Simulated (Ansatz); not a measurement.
# CoSi₂ under strain

Computed with DFT PBE, scalar-relativistic, plane waves, PAW (Ansatz). Settings: 420 eV cutoff, 10×10×8 k-mesh, Gaussian smearing of 0.10 eV, no spin polarisation.

Reference structure (relaxed):

```
Co Si
1.0
     2.67994    2.67994    0.00000
    -2.67994    2.67994    0.00000
     0.00000    0.00000    5.35988
Co Si
2 4
Direct
  0.00000 0.00000 0.00000
  0.50000 0.50000 0.50000
  0.00000 0.50000 0.75000
  0.50000 0.00000 0.75000
  0.50000 0.00000 0.25000
  0.00000 0.50000 0.25000
```

Deformation: uniaxial strain along c, with the lengths of a and b and the atoms relaxed and the angles held, all within the symmetry that the strain leaves. Energies are extrapolated to zero smearing. On this cell's mesh the reference holds a stress of up to 0.16 GPa.

```tsv
strain (%)	ΔE (meV/atom)	a (Å)	b (Å)	c (Å)
-4.5	13.0	3.856	3.856	5.119
-3.0	5.8	3.833	3.833	5.199
-1.5	1.6	3.811	3.811	5.279
+0.0	0.0	3.790	3.790	5.360
+1.5	0.8	3.768	3.768	5.440
+3.0	4.0	3.748	3.748	5.521
+4.5	9.1	3.728	3.728	5.601
```

Question: What stiffness (1/V) d²E/dε² at zero strain does a cubic fit over all points give?

Answer: A cubic fit gives (1/V) d²E/dε² = 137 GPa at zero strain (Young's modulus along this axis, angles held).

Question: How does the free axis a answer a small strain?

Answer: Between the innermost points its strain is -0.38 times the applied one.